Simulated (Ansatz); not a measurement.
Crystal: CuO, rock salt type, 2 atoms in the cell.

Level of theory: Ansatz, PBE, plane waves, PAW datasets (generated soft set 1).

Cutoff 420 eV; k-mesh 22×22×22 Γ-centred; Fermi–Dirac smearing of 0.0612 eV; no spin polarisation.

The fit to the energies gives V₀ = 9.555 Å³/atom (a₀ = 4.244 Å), B₀ = 178 GPa, B₀′ = 4.75.

Problem. What pressure does the program print at V = 9.744 Å³/atom, and how far above the lowest computed point (V = 9.553 Å³/atom) does the energy lie?

Solution. -3.33 GPa and 1.99 meV/atom. All points:

| V (Å³/atom) | a (Å) | E − E(min) (meV/atom) | P (GPa) |
| --- | --- | --- | --- |
| 8.980 | 4.1571 | 21.57 | 12.77 |
| 9.171 | 4.1863 | 9.23 | 8.03 |
| 9.362 | 4.2152 | 2.23 | 3.80 |
| 9.553 | 4.2437 | 0.00 | 0.03 |
| 9.744 | 4.2718 | 1.99 | -3.33 |
| 9.935 | 4.2995 | 7.79 | -6.32 |
| 10.126 | 4.3269 | 16.94 | -8.99 |

The published all-electron PBE values for this crystal (mean of FLEUR and WIEN2k, k-spacing 0.06 Å⁻¹; Bosoni et al., Nat. Rev. Phys. 6, 45 (2024)) are V₀ = 9.554 Å³/atom, B₀ = 176.8 GPa, B₀′ = 4.71. This run's mesh is coarser (spacing 0.12 Å⁻¹), so part of any difference comes from k-sampling.

The stress includes the program's correction for the finite plane-wave basis.

This cubic structure is a model: it isn't the usual form of the substance at ambient conditions, and such phases are metastable or hypothetical. The k-mesh is modest, so these values aren't fully converged in k. Spin polarisation is left out, and a magnetic state may lie lower.
